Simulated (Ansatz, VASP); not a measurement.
CoO in VASP and in Ansatz

```
CELL_PARAMETERS angstrom
1.59147 0.91883 2.54925
-1.59147 0.91883 2.54925
0.00000 -1.83767 2.54925
ATOMIC_POSITIONS crystal
Co 0.99898 0.99898 0.99898
O 0.75102 0.75102 0.75102
```

Measurements of this composition are mostly on another form, of space group No. 225.

Alike in both runs: task single point; functional PBEsol; k mesh 10 × 10 × 10; occupations fermi-dirac, width 0.05 eV; collinear spin.

```csv
,VASP,Ansatz
version,VASP 6.6.1,Ansatz 0.2.0
potentials or method,"VASP PAW PBE potentials, release 64 (Co, O)",Ansatz PAW
plane-wave cutoff (eV),520,420
valence electrons in the cell,15,23
```

VASP gave:

```
gap on the k mesh at the Fermi level (eV)                     : none
pressure (GPa)                                                : -6.1
largest component of the traceless stress (GPa)               : 3.48
rms of the force components (eV/Å)                            : 0.135
net moment per atom (μB)                                      : 1.33
size of the moment on the site where the two differ most (μB) : 2.30
```

Problem. Estimate Ansatz's values.

Solution. gap on the k mesh at the Fermi level (eV): none; pressure (GPa): -5.9; largest component of the traceless stress (GPa): 3.48; rms of the force components (eV/Å): 0.134; net moment per atom (μB): 1.35; size of the moment on the site where the two differ most (μB): 2.15.

Site moments also hang on the region over which each program counts them. Atom by atom the forces differ by 0.001 eV/Å (rms over components). A gap of «none» marks a metal or a gap that the smearing closes. The functional is the same, so the differences come from potentials, cutoffs and numerics. The two sets of potentials don't hold the same shells in valence.

Caveats: a cell with one magnetic atom can't hold antiferromagnetic order, which such compounds often take; semilocal functionals often make such compounds metallic where correlation or magnetic order opens a gap, which also shifts bond lengths; the PAW data sets were made with another functional, which shifts forces and pressure a little (VASP); the pressure holds a Pulay correction of +0.7 GPa for the finite cutoff (Ansatz); the PAW data sets come from PBE, with cores solved anew for the run's functional, which leaves a small shift of forces and pressure (Ansatz).
